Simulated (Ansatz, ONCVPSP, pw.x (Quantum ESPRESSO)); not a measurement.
# What a changed setting does to a pw.x run (fcc Si)

Potential: optimised norm-conserving Vanderbilt (ONCV), ONCVPSP 4.0.1.1 (patched build), PBE; core [Ne], reference 3s2 3p2; waves: 3s: rc 1.35 bohr, ncon 3, nbas 7, qcut 4.5 1/bohr, 1 projector; 3p: rc 1.70 bohr, ncon 3, nbas 7, qcut 5.8 1/bohr, 2 projectors, debl 2 Ha; d scattering state at 0.04 Ha: rc 1.30 bohr, ncon 4, nbas 8, qcut 6.9 1/bohr, local; local part: the d channel; core correction: Teter function fitted to the true core (icmod 2), fcfact 0.35.

The reference run (k-mesh 15³, cutoffs 110/440 Ry, Fermi–Dirac 0.01 Ry, mixing_beta 0.4, conv_thr 1e-9, no spin) gives -0.06 GPa at 14.425 Å³/atom, where all-electron LAPW gives 0.32 GPa. This run, with its own iteration cap, changes k-mesh shift to 1.

```
&control
  calculation='scf', prefix='x', pseudo_dir='./', outdir='./tmp', tstress=.true., disk_io='none'
/
&system
  ibrav=0, nat=1, ntyp=1, ecutwfc=110, ecutrho=440, nbnd=9,
  occupations='smearing', smearing='fd', degauss=0.01
/
&electrons
  conv_thr=1e-09, mixing_beta=0.4, electron_maxstep=50
/
ATOMIC_SPECIES
Si 1.0 Si.UPF
CELL_PARAMETERS angstrom
  0.00000000 1.93209559 1.93209559
  1.93209559 0.00000000 1.93209559
  1.93209559 1.93209559 0.00000000
ATOMIC_POSITIONS crystal
Si 0.0000 0.0000 0.0000
K_POINTS automatic
15 15 15 1 1 1
```

```bash
pw.x < Si.scf.in > Si.scf.out
```

**Question.** How does the run end?

**Answer.** It converges in 6 iterations; the free energy moves by -2.0 meV/atom and the pressure by +0.07 GPa.

```
Message from routine setup:
     using ibrav=0 with symmetry is DISCOURAGED, use correct ibrav instead
     lattice parameter (alat)  =       5.1635  a.u.
     unit-cell volume          =      97.3447 (a.u.)^3
     number of electrons       =         4.00
     number of Kohn-Sham states=            9
     kinetic-energy cutoff     =     110.0000  Ry
     charge density cutoff     =     440.0000  Ry
     scf convergence threshold =      1.0E-09
     Exchange-correlation= PBE
     number of k points=   344  Fermi-Dirac smearing, width (Ry)=  0.0100
     iteration #  1     ecut=   110.00 Ry     beta= 0.40
     total energy              =      -9.61078281 Ry
     estimated scf accuracy    <       0.00410360 Ry
     iteration #  2     ecut=   110.00 Ry     beta= 0.40
     total energy              =      -9.61033547 Ry
     estimated scf accuracy    <       0.00122377 Ry
     iteration #  3     ecut=   110.00 Ry     beta= 0.40
     total energy              =      -9.61040367 Ry
     estimated scf accuracy    <       0.00000406 Ry
     iteration #  4     ecut=   110.00 Ry     beta= 0.40
     total energy              =      -9.61040714 Ry
     estimated scf accuracy    <       0.00000003 Ry
     iteration #  5     ecut=   110.00 Ry     beta= 0.40
     total energy              =      -9.61040715 Ry
     estimated scf accuracy    <       0.00000004 Ry
     iteration #  6     ecut=   110.00 Ry     beta= 0.40
     the Fermi energy is    10.7844 ev
!    total energy              =      -9.61040715 Ry
     estimated scf accuracy    <          8.5E-10 Ry
     smearing contrib. (-TS)   =      -0.00194504 Ry
     The total energy is F=E-TS. E is the sum of the following terms:
     one-electron contribution =       4.73849654 Ry
     hartree contribution      =       0.03067793 Ry
     xc contribution           =      -4.33173808 Ry
     ewald contribution        =     -10.04589850 Ry
     convergence has been achieved in   6 iterations
          total   stress  (Ry/bohr**3)                   (kbar)     P=        0.10
     Message from routine punch:
     Nothing written, as per user request (disk_io='none')
```

The run took about 1.9 min on one core of a shared host (Neoverse-N1, 64 threads, 124 GiB, load 60).
